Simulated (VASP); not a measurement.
**H: single point with PBEsol**

Crystal: H.

```
H
1.0
     2.56678    0.00000    0.00000
     0.00000    2.56678    0.00000
     0.00000    0.00000    1.04482
H
1
Direct
  0.00000 0.00000 0.50000
```

* Program: VASP 6.6.1
* Task: single point
* Functional: PBEsol
* Potentials or basis: VASP PAW PBE potentials, release 64 (H)
* Cutoff: 520 eV
* k mesh: 12 × 12 × 30
* Occupations: gaussian, width 0.05 eV
* Spin: no spin polarisation

```yaml
Pressure: -4.7 GPa
Band_gap_on_the_k_mesh: none (metal or under the smearing width)
```

Stress tensor (GPa, compression positive):
```
  0.34   0.00   0.00
  0.00   0.34   0.00
  0.00   0.00 -14.77
```

Levels at points of the mesh, in eV from the Fermi level:
| k point | band 1 | band 2 | band 3 |
| --- | --- | --- | --- |
| (0.00, 0.00, 0.00) | -10.13 | 11.33 | 17.25 |
| (0.50, 0.00, 0.00) | -8.29 | 3.06 | 18.27 |
| (0.50, 0.50, 0.00) | -6.81 | 7.26 | 7.26 |
| (0.00, 0.00, 0.50) | 20.50 | 27.50 | 43.49 |
| (0.50, 0.00, 0.50) | 21.66 | 30.33 | 37.32 |
| (0.50, 0.50, 0.50) | 22.58 | 32.72 | 41.42 |

It took 8.2 s on 1 thread of Intel(R) Xeon(R) Platinum 8488C (Sapphire Rapids), on a shared host, peak memory 0.11 GiB.

Caveat: the PAW data sets were made with another functional, which shifts forces and pressure a little.
